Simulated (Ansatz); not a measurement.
# ZrN: elastic constants, part 2 of 2

Aim: for ZrN, tighten the relaxation for response calculations and compute the elastic constants.

Ansatz 0.2.0; DFT r2SCAN, scalar-relativistic, plane waves, PAW. Earlier steps stand in the parts before.

### 3 Strained cells: the elastic tensor

The COD entry's cell or inner coordinates are ideal or old and differ from later refinements, so a difference from it is no clean test against experiment.

The input, input.yaml:

```yaml
crystal:
  lattice:
    - [0.0, 2.2934991668, 2.2934991668]
    - [2.2934991668, 0.0, 2.2934991668]
    - [2.2934991668, 2.2934991668, 0.0]
  atoms:
    - { symbol: Zr, position: [0.5, 0.5, 0.5] }
    - { symbol: "N", position: [0.0, 0.0, 0.0] }
basis:
  ecutwfc: 500
kpoints:
  mp_grid: { grid: [16, 16, 16] }
hamiltonian:
  xc: r2scan
scf:
  occupations: { method: fermi_dirac, width: 0.15 }
output:
  forces: true
  stress: true
  eigenvalues: true
elastic:
  mode: relaxed_ion
  amplitude: 0.005
```

Run with:

```console
$ ansatz run input.yaml --threads 1 --pin off --max-ram 2560MiB --backend cpu --events-out ev --progress --plain --runs-dir out
```

Log:

```text
Warning: RAYON_NUM_THREADS=1 ignored (pool sized by the plan → 1); use --threads N
band count auto-derived: 14 (N_el = 17.0; filled up to band 9; 13 by the electrons, moments and atoms)
Engine: ansatz 0.2.0, aarch64-unknown-linux-gnu
Pseudopotentials: kind: paw
Pseudopotential: Zr, paw, valence charge 12, recommended cutoff 500 eV (meta_gga), Zr.paw.azcp
Pseudopotential: N, paw, valence charge 5, recommended cutoff 500 eV (meta_gga), N.paw.azcp
Functional definition: r2SCAN
  parameter k0 = 0.174
  parameter k1 = 0.065
  parameter a1 = 4.9479
  exchange = r2scan_x(k0 = k0, k1 = k1, a1 = a1)
  correlation = r2scan_c
Crystal: 2 atoms, lattice volume = 24.128 Å³
Basis set: ecut = 500 eV, 609 PW (Γ), exchange–correlation on 96×96×96 points (64 copies of the dense FFT grid, shifted against one another)
Bands: 14, of which v1, the nominal top of the filled ones, is band 9 counted from 1 (8 counted from 0)
Symmetry: 48 space group operations
Space group: Fm-3m (ITA 225), of the structure as read, at distance tolerance 2.9e-5 Å
k-points: 145 of 4096
Non-local potential: Zr, projectors of the file, l = 0: 3, l = 1: 2, l = 2: 2, l = 3: 2
Non-local potential: N, projectors of the file, l = 0: 2, l = 1: 2, l = 2: 1
PAW form: soft (Blöchl's): semilocal exchange-correlation on the pseudo side does not see the compensation charge
PAW frozen core: Zr, regenerated for the run's functional (the file was generated under x = pbe(κ = 0.804, μ = 0.2195149727645171), c = pbe(β = 0.06672455060314922))
PAW frozen core: N, regenerated for the run's functional (the file was generated under x = pbe(κ = 0.804, μ = 0.2195149727645171), c = pbe(β = 0.06672455060314922))
PAW one-centre angular grid: Zr, 590 points (default); XC on 160 Gauss nodes
PAW one-centre angular grid: N, 302 points (default); XC on 160 Gauss nodes
Initial density: superposition of atomic densities (neutral atoms: chi_scale 0, normalization atom), corrected by the library's trained network
Initial wavefunctions: pseudopotential atomic-orbital guess
Functional: x = r2scan, c = r2scan; τ floored in thin density (d = 2e-4 eV/Å³)
SCF iter   1: F=—  HF=-4583.676073 eV  |F-HF|=—  |Δ(HF+E_count)|=         —  Δρ=1.22e-2  dr2=4.39e-2  dr2_τ=1.16e-1  ethr=1.77e-3  ⟨swp⟩=5.1  Hψ=10116  notcnv=0
preconditioner: auto → none  [metal: Δε(μ)=0.050 eV  Ē_g=12.229 eV  σ=0.150 eV  W_gap=0.08  n_scr=8 (ndim 8)  ℏωp=22.7 eV  f_vac=0.000  D(μ)=0.61/eV (n_scr^D=0)  sad-step TF]
SCF iter   2: F=—  HF=-4583.747161 eV  |F-HF|=—  |Δ(HF+E_count)|=   7.11e-2  Δρ=7.12e-3  dr2=1.15e-2  dr2_τ=6.17e-4  ethr=2.58e-4  ⟨swp⟩=2.0  Hψ=4639  notcnv=0  defer=1
SCF iter   3: F=—  HF=-4583.746160 eV  |F-HF|=—  |Δ(HF+E_count)|=   1.00e-3  Δρ=1.78e-3  dr2=7.06e-4  dr2_τ=6.54e-5  ethr=6.78e-5  ⟨swp⟩=2.4  Hψ=2873  notcnv=0  defer=1
SCF iter   4: F=—  HF=-4583.746099 eV  |F-HF|=—  |Δ(HF+E_count)|=   6.09e-5  Δρ=7.94e-4  dr2=1.80e-4  dr2_τ=1.88e-5  ethr=4.15e-6  ⟨swp⟩=2.0  Hψ=2680  notcnv=0  defer=1
SCF iter   5: F=—  HF=-4583.746074 eV  |F-HF|=—  |Δ(HF+E_count)|=   2.50e-5  Δρ=3.96e-4  dr2=4.62e-5  dr2_τ=6.59e-7  ethr=1.06e-6  ⟨swp⟩=1.0  Hψ=2029  notcnv=0  defer=1
SCF iter   6: F=—  HF=-4583.746070 eV  |F-HF|=—  |Δ(HF+E_count)|=   4.44e-6  Δρ=8.95e-5  dr2=2.40e-6  dr2_τ=2.86e-8  ethr=2.72e-7  ⟨swp⟩=2.2  Hψ=2570  notcnv=0  defer=1
SCF iter   7: F=—  HF=-4583.746071 eV  |F-HF|=—  |Δ(HF+E_count)|=   6.82e-7  Δρ=9.58e-6  dr2=2.78e-8  dr2_τ=4.15e-10  ethr=1.41e-8  ⟨swp⟩=2.0  Hψ=2518  notcnv=0  defer=1
SCF iter   8: F=—  HF=-4583.746071 eV  |F-HF|=—  |Δ(HF+E_count)|=   7.21e-8  Δρ=5.52e-7  dr2=6.97e-11  dr2_τ=1.72e-11  ethr=1.63e-10  ⟨swp⟩=2.1  Hψ=2926  notcnv=0  defer=1
SCF iter   9: F=—  HF=-4583.746071 eV  |F-HF|=—  |Δ(HF+E_count)|=  6.37e-11  Δρ=1.00e-7  dr2=1.38e-12  dr2_τ=6.09e-13  ethr=4.10e-13 (applied; sched 1.00e-12)  ⟨swp⟩=2.3  Hψ=3357  notcnv=0  defer=1
SCF iter  10: F=—  HF=-4583.746071 eV  |F-HF|=—  |Δ(HF+E_count)|=  2.73e-12  Δρ=1.99e-8  dr2=1.10e-13  dr2_τ=1.74e-14  ethr=1.00e-12  ⟨swp⟩=4.8  Hψ=6736  notcnv=0
[... 1 line left out ...]
SCF 1 converged in 11 iterations: F = -4583.746071 eV  dr2 = 7.76e-16
Initial density: handed on by an earlier stage of this run
Initial wavefunctions: those handed on with the density
[... 2 lines left out ...]
preconditioner: auto → none  [metal: Δε(μ)=0.026 eV  Ē_g=12.078 eV  σ=0.150 eV  W_gap=0.04  n_scr=8 (ndim 8)  ℏωp=22.7 eV  f_vac=0.000  D(μ)=0.62/eV (n_scr^D=0)]
[... 1 line left out ...]
SCF 2 converged in 2 iterations: F = -4583.746071 eV  dr2 = 4.07e-16
Crystal: 2 atoms, lattice volume = 23.887 Å³
Symmetry: 16 space group operations
k-points: 349 of 4096
[... 2 lines left out ...]
preconditioner: auto → none  [metal: Δε(μ)=0.031 eV  Ē_g=12.187 eV  σ=0.150 eV  W_gap=0.05  n_scr=8 (ndim 8)  ℏωp=22.8 eV  f_vac=0.000  D(μ)=0.61/eV (n_scr^D=0)]
[... 9 lines left out ...]
SCF 3 converged in 10 iterations: F = -4583.741742 eV  dr2 = 1.25e-15
Crystal: 2 atoms, lattice volume = 24.370 Å³
[... 2 lines left out ...]
preconditioner: auto → none  [metal: Δε(μ)=0.029 eV  Ē_g=12.002 eV  σ=0.150 eV  W_gap=0.05  n_scr=8 (ndim 8)  ℏωp=22.6 eV  f_vac=0.000  D(μ)=0.63/eV (n_scr^D=0)]
[... 8 lines left out ...]
SCF 4 converged in 9 iterations: F = -4583.742066 eV  dr2 = 4.91e-15
Crystal: 2 atoms, lattice volume = 24.249 Å³
[... 1 line left out ...]
preconditioner: auto → none  [metal: Δε(μ)=0.021 eV  Ē_g=12.046 eV  σ=0.150 eV  W_gap=0.03  n_scr=8 (ndim 8)  ℏωp=22.6 eV  f_vac=0.000  D(μ)=0.63/eV (n_scr^D=0)]
[... 4 lines left out ...]
SCF 5 converged in 5 iterations: F = -4583.745048 eV  dr2 = 1.12e-14
Crystal: 2 atoms, lattice volume = 24.008 Å³
[... 1 line left out ...]
preconditioner: auto → none  [metal: Δε(μ)=0.015 eV  Ē_g=12.130 eV  σ=0.150 eV  W_gap=0.02  n_scr=8 (ndim 8)  ℏωp=22.7 eV  f_vac=0.000  D(μ)=0.62/eV (n_scr^D=0)]
[... 4 lines left out ...]
SCF 6 converged in 5 iterations: F = -4583.745010 eV  dr2 = 4.79e-15
Symmetry: 8 space group operations
k-points: 621 of 4096
[... 2 lines left out ...]
preconditioner: auto → none  [metal: Δε(μ)=0.005 eV  Ē_g=12.086 eV  σ=0.150 eV  W_gap=0.01  n_scr=8 (ndim 8)  ℏωp=22.7 eV  f_vac=0.000  D(μ)=0.62/eV (n_scr^D=0)]
[... 8 lines left out ...]
SCF 7 converged in 9 iterations: F = -4583.745090 eV  dr2 = 4.13e-14
[... 2 lines left out ...]
preconditioner: auto → none  [metal: Δε(μ)=0.013 eV  Ē_g=12.087 eV  σ=0.150 eV  W_gap=0.02  n_scr=8 (ndim 8)  ℏωp=22.7 eV  f_vac=0.000  D(μ)=0.62/eV (n_scr^D=0)]
[... 4 lines left out ...]
SCF iter   6: F=—  HF=-4583.745090 eV  |F-HF|=—  |Δ(HF+E_count)|=  1.09e-11  Δρ=6.93e-8  dr2=7.79e-13  dr2_τ=3.69e-14  ethr=8.63e-14 (applied; sched 1.00e-12)  ⟨swp⟩=2.4  Hψ=13754  notcnv=0
SCF iter   7: F=-4583.745090 eV  HF=-4583.745090 eV  |F-HF|=3.64e-12  |Δ(HF+E_count)|=  9.09e-13  Δρ=1.22e-8  dr2=3.18e-14  dr2_τ=3.62e-15  ethr=1.00e-12  ⟨swp⟩=4.5  Hψ=27752  notcnv=0
SCF 8 converged in 7 iterations: F = -4583.745090 eV  dr2 = 3.18e-14
SCF iter   1: F=—  HF=-4583.745825 eV  |F-HF|=—  |Δ(HF+E_count)|=         —  Δρ=8.76e-7  dr2=1.37e-11  dr2_τ=5.27e-11  ethr=1.00e-12  ⟨swp⟩=8.6  Hψ=63006  notcnv=0
preconditioner: auto → none  [metal: Δε(μ)=0.005 eV  Ē_g=12.085 eV  σ=0.150 eV  W_gap=0.01  n_scr=8 (ndim 8)  ℏωp=22.7 eV  f_vac=0.000  D(μ)=0.62/eV (n_scr^D=0)]
SCF iter   2: F=—  HF=-4583.745825 eV  |F-HF|=—  |Δ(HF+E_count)|=  5.23e-10  Δρ=4.41e-7  dr2=3.23e-12  dr2_τ=1.50e-11  ethr=8.06e-14 (applied; sched 1.00e-12)  ⟨swp⟩=2.5  Hψ=19033  notcnv=0
SCF iter   3: F=—  HF=-4583.745825 eV  |F-HF|=—  |Δ(HF+E_count)|=  2.24e-10  Δρ=9.13e-8  dr2=1.88e-12  dr2_τ=3.25e-13  ethr=1.90e-14 (applied; sched 1.00e-12)  ⟨swp⟩=2.0  Hψ=13671  notcnv=0
SCF iter   4: F=-4583.745825 eV  HF=-4583.745825 eV  |F-HF|=4.55e-12  |Δ(HF+E_count)|=  2.73e-12  Δρ=2.17e-8  dr2=3.08e-14  dr2_τ=2.05e-14  ethr=1.00e-12  ⟨swp⟩=3.0  Hψ=31911  notcnv=0
SCF 9 converged in 4 iterations: F = -4583.745825 eV  dr2 = 3.08e-14
SCF iter   1: F=—  HF=-4583.745825 eV  |F-HF|=—  |Δ(HF+E_count)|=         —  Δρ=8.76e-7  dr2=1.38e-11  dr2_τ=5.25e-11  ethr=1.00e-12  ⟨swp⟩=9.1  Hψ=65379  notcnv=0
SCF iter   2: F=—  HF=-4583.745825 eV  |F-HF|=—  |Δ(HF+E_count)|=  5.22e-10  Δρ=4.42e-7  dr2=3.26e-12  dr2_τ=1.49e-11  ethr=8.14e-14 (applied; sched 1.00e-12)  ⟨swp⟩=2.5  Hψ=18842  notcnv=0
SCF iter   3: F=—  HF=-4583.745825 eV  |F-HF|=—  |Δ(HF+E_count)|=  2.24e-10  Δρ=8.71e-8  dr2=1.71e-12  dr2_τ=2.94e-13  ethr=1.92e-14 (applied; sched 1.00e-12)  ⟨swp⟩=2.0  Hψ=13665  notcnv=0
SCF iter   4: F=-4583.745825 eV  HF=-4583.745825 eV  |F-HF|=1.82e-12  |Δ(HF+E_count)|=    0.00e0  Δρ=2.15e-8  dr2=3.34e-14  dr2_τ=1.97e-14  ethr=1.00e-12  ⟨swp⟩=3.0  Hψ=31789  notcnv=0
SCF 10 converged in 4 iterations: F = -4583.745825 eV  dr2 = 3.34e-14
SCF converged after 2 iterations
Free energy (F): -4583.746071 eV
Harris-Foulkes:  -4583.746071 eV  (|F-HF|=9.09e-13)
Internal energy: -4583.699641 eV  (E = F + TS)
E sigma→0 (E₀):  -4583.722856 eV
Entropy (-TS):   -0.046430 eV (-23.215 meV/atom)
Fermi energy:    17.869466 eV
--- Per-component energies (eV) ---
  E_band       = -38.441731
  E_kinetic    = 467.592375
  E_local      = -622.726213  (includes V_loc(G=0)·N_el)
  E_nonlocal   = 122.270008
  E_hartree    = 187.678230
  E_xc         = -217.909093
  E_vxc        = -298.903900  (∫ρ·V_xc dr)
  E_paw        = -3098.951930  (= ΣΔE_a)
  E_vpaw       = -99.243600  (= ΣTr[D̂ρ^β])
  E_aug_tail   = 0.000025  (compensation charges beyond the density's cutoff)
  E_vtau       = 17.213114  (kinetic-family band-sum trace: ∫τ·v_τ [+ j·A + Jᵃ·Aᵃ] dr)
  E_ewald      = -1421.458736
  E_core_change = -0.194306  (= ΣΔE_core)
  E_smearing   = -0.046430  (= −TS)
  E_closure    = 0.000000  (closes the sum)
  Σ components = -4583.746071   (vs F -4583.746071, Δ=0.00e0)
--- Forces (eV/Å), atoms counted from 1 ---
  atom   1  Zr     0.00000000    -0.00000000     0.00000000
  atom   2  N     -0.00000000     0.00000000     0.00000000
  max |Σ_I F_I| component: 2.83e-29 eV/Å
--- Stress (GPa, compression-positive) ---
        0.000312       0.000000      -0.000000
        0.000000       0.000312      -0.000000
        0.000000       0.000000       0.000312
  P = ⅓ Tr σ = 0.0003 GPa (0.003 kbar)
--- Band table (eV; the first three rows and the last of 145) ---
  k-point 0: bands = ["-33.6124", "-10.5303", "-10.5303", "-10.5303", "0.4279", "14.8404", "14.8404", "14.8404", "17.4767", "17.4767", "17.4767", "19.5212", "19.5212", "21.0740"]
  k-point 1: bands = ["-33.6070", "-10.5814", "-10.5337", "-10.5337", "0.5089", "14.5052", "14.6095", "14.6095", "17.5940", "17.5985", "17.5985", "19.8178", "19.8178", "21.3135"]
  k-point 2: bands = ["-33.5913", "-10.7240", "-10.5436", "-10.5436", "0.7391", "13.7232", "14.0749", "14.0749", "17.8330", "17.9176", "17.9176", "20.5847", "20.5847", "21.9417"]
  k-point 144: bands = ["-33.4190", "-11.1800", "-11.1800", "-10.9614", "1.5292", "12.0198", "12.7582", "12.7582", "18.9063", "18.9063", "22.4535", "22.5975", "23.9850", "30.1236"]
--- Elastic constants: 2 strain directions × 4 members + reference (group order 48) ---
  dense FFT box of the reference and of every strained cell: 24×24×24
  strains applied: 11, 23; error gains: componentwise 1.00 (the most a stress slope's error grows in a printed constant), spectral 1.73 (1 for all six strains in a standard setting)
  C = ∂σ_k/∂η_j (tension-positive GPa; Voigt order 11 22 33 23 13 12):
       552.671    116.185    116.185      0.000      0.000     -0.000
       116.185    552.671    116.185     -0.000      0.000     -0.000
       116.185    116.185    552.671     -0.000      0.000     -0.000
         0.000     -0.000     -0.000    130.185     -0.000      0.000
        -0.000      0.000      0.000      0.000    130.185      0.000
        -0.000      0.000     -0.000     -0.000     -0.000    130.185
  reference stress σ⁰ (GPa):     -0.000     -0.000     -0.000      0.000      0.000      0.000
  C* (energy form; C + prestress term) asymmetry max|C*_kj − C*_jk| = 2.842e-14 GPa — a small one proves nothing (zero by symmetry where the batch's group is 432, −43m or m−3m); a large one is finite-difference/SCF noise where every solve meets its electron count
  moduli (Voigt/Reuss/Hill, GPa): K = 261.68/261.68/261.68   G = 165.41/155.24/160.32   E = 399.40   ν = 0.246
  mechanically stable: yes (min eigenvalue of sym C = 130.18 GPa)
  strain η (Voigt 11):  stress-route row diagonal C_11 = 552.67 GPa, energy-path curvature d²(F+E_count+ΔE)/dδ²/Ω₀ = 552.69 GPa
    cells at ±δ against ±2δ: C11 552.92 and 553.66 GPa, apart by 0.13 % of the column's largest entry
         δ    σ_11 (GPa)             F (eV)   n_scf  n_hpsi   n_pw
    -1.000e-2      -5.8626       -4583.7417417      10  105790    620   relax 0 steps, max|allowed force component| 2.96e-30 eV/Å
    -5.000e-3      -2.8463       -4583.7450099       5   80082    620   relax 0 steps, max|allowed force component| 1.33e-30 eV/Å
     5.000e-3       2.6828       -4583.7450479       5   79193    636   relax 0 steps, max|allowed force component| 2.13e-29 eV/Å
     1.000e-2       5.2106       -4583.7420656       9   95098    636   relax 0 steps, max|allowed force component| 1.08e-29 eV/Å
  strain η (Voigt 23):  stress-route row diagonal C_44 = 130.18 GPa, energy-path curvature d²(F+E_count+ΔE)/dδ²/Ω₀ = 130.20 GPa
    cells at ±δ against ±2δ: C44 130.19 and 130.20 GPa, apart by 0.01 % of the column's largest entry
         δ    σ_23 (GPa)             F (eV)   n_scf  n_hpsi   n_pw
    -1.000e-2      -1.3020       -4583.7450896       9  184455    628   relax 0 steps, max|allowed force component| 4.10e-29 eV/Å
    -5.000e-3      -0.6509       -4583.7458252       4  138361    628   relax 0 steps, max|allowed force component| 9.39e-29 eV/Å
     5.000e-3       0.6509       -4583.7458252       4  136309    628   relax 0 steps, max|allowed force component| 2.53e-29 eV/Å
     1.000e-2       1.3020       -4583.7450896       7  150863    628   relax 0 steps, max|allowed force component| 2.18e-29 eV/Å
```

Wall time 2.3 min (1 thread of Arm Neoverse V2, shared host); peak memory 0.59 GiB.

What follows for a polycrystal (Hill averages; density 7.242 g/cm³):

| quantity | value |
| --- | --- |
| bulk modulus B | 261.7 GPa |
| shear modulus G | 160.3 GPa |
| B/G | 1.63 |
| universal anisotropy index | 0.33 |
| sound speeds v_l, v_t | 8102, 4705 m/s |
| Debye temperature Θ | 678 K |

Young's modulus by Cartesian direction:

| direction | E (GPa) |
| --- | --- |
| (1, 0, 0) | 512 |
| (0, 1, 0) | 512 |
| (0, 0, 1) | 512 |
| (1, 1, 0) | 367 |
| (1, 0, 1) | 367 |
| (0, 1, 1) | 367 |
| (1, 1, 1) | 335 |

### 4 Outcome

This closing draws on all 2 parts.

| quantity | value |
| --- | --- |
| C11, C12, C44 (relaxed-ion) | 553, 116, 130 GPa |
| B, G, E (Hill) (relaxed-ion) | 262, 160, 399 GPa |
| Poisson ratio (relaxed-ion) | 0.25 |
| Debye temperature | 678 K |

What this shows: The tensor is positive definite (least eigenvalue 130 GPa), so the crystal resists every homogeneous strain. B/G = 1.63 lies under 1.75, which by Pugh's rule of thumb suggests brittle behaviour; Young's modulus ranges from about 335 to 512 GPa with direction. The final runs have no spin polarisation, so no magnetic state was tried and one may lie lower. In a metal such response values depend on mesh and smearing, which were not converged here.
